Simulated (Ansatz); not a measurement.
Cs: what changed settings do

All trials start from this Ansatz input:

```yaml
crystal:
  lattice:
    - [5.5663060538, 0.0, 0.0]
    - [-2.7831530269, 4.8205624479, 0.0]
    - [0.0, 0.0, 9.25847896]
  atoms:
    - { symbol: Cs, position: [0.33333333, 0.66666667, 0.25] }
    - { symbol: Cs, position: [0.66666667, 0.33333333, 0.75] }
basis:
  ecutwfc: 420
kpoints:
  mp_grid: { grid: [3, 3, 2] }
hamiltonian:
  xc: pbe
scf:
  occupations: { method: gaussian, width: 0.1 }
output:
  forces: true
  stress: true
  eigenvalues: true
```

Command:

```bash
ansatz run input.yaml --threads 1 --pin off --max-ram 1331MiB --backend cpu --events-out ev --progress --plain --runs-dir out
```

The run converges in 6 SCF iterations on 6 irreducible k-points: pressure -0.12 GPa, no gap.

Settings here are deliberately varied, not converged. Each trial's input is given as a difference from the reference's; energies are extrapolated to zero smearing where there is one, and pressure is positive in compression.

Trial 1:

```diff
 scf:
-  occupations: { method: gaussian, width: 0.1 }
+  occupations: { method: gaussian, width: 0.0062 }
```

The run converges in 6 SCF iterations on 6 irreducible k-points: energy 6.99 meV per atom above the reference, pressure -0.12 GPa, no gap.

Trial 2:

```diff
 crystal:
+  symmetry: { detect: true }
 basis:
+  precision: f64
 kpoints:
-  mp_grid: { grid: [3, 3, 2] }
+  mp_grid: { kspacing: 0.78 }
 hamiltonian:
-  xc: pbe
+  xc: blyp
 scf:
-  occupations: { method: gaussian, width: 0.1 }
+  occupations: { method: methfessel_paxton, width: 0.35 }
+  max_iter: 300
```

The run converges in 8 SCF iterations on 2 irreducible k-points: pressure -0.13 GPa, no gap.

Trial 3:

```diff
 basis:
-  ecutwfc: 420
+  ecutwfc: 640
+  precision: f64
 kpoints:
-  mp_grid: { grid: [3, 3, 2] }
+  mp_grid: { kspacing: 0.64 }
 hamiltonian:
-  xc: pbe
+  xc: pw92
+magnetization:
+  spin_polarized: true
```

The run converges in 11 SCF iterations on 6 irreducible k-points: pressure -0.42 GPa, no gap, cell moment 0.00 μB. It warns that no starting moments were given; that the state wasn't tested for a lower one.

Trial 4:

```diff
 scf:
-  occupations: { method: gaussian, width: 0.1 }
+  occupations: { method: tetrahedron_uncorrected }
```

The run converges in 7 SCF iterations on 6 irreducible k-points: energy 132 meV per atom above the reference, pressure -0.08 GPa, no gap. It warns that the printed bands weren't solved further after the SCF.

Trial 5 (origin moved):

```diff
 crystal:
   atoms:
-    - { symbol: Cs, position: [0.33333333, 0.66666667, 0.25] }
-    - { symbol: Cs, position: [0.66666667, 0.33333333, 0.75] }
+    - { symbol: Cs, position: [1.1033333333, 1.6366666667, 0.918] }
+    - { symbol: Cs, position: [1.4366666667, 1.3033333333, 1.418] }
 basis:
-  ecutwfc: 420
+  ecutwfc: 300
 scf:
-  occupations: { method: gaussian, width: 0.1 }
+  occupations: { method: tetrahedron }
```

The run converges in 6 SCF iterations on 6 irreducible k-points: energy 13.5 meV per atom below the reference, pressure -0.13 GPa, no gap. It warns that the printed bands weren't solved further after the SCF; that the cutoff lies under the recommended one, 420 eV for these potentials; that forces and stress under tetrahedra may miss the energy's slope.

Trial 6:

```diff
 kpoints:
+  band_path: { path: [[0, 0, 0], [0.5, 0, 0], [0.5, 0.5, 0.5]], npoints: 8 }
```

The run converges in 6 SCF iterations on 6 irreducible k-points: the reference's energy to 0.01 meV per atom, pressure -0.12 GPa, no gap.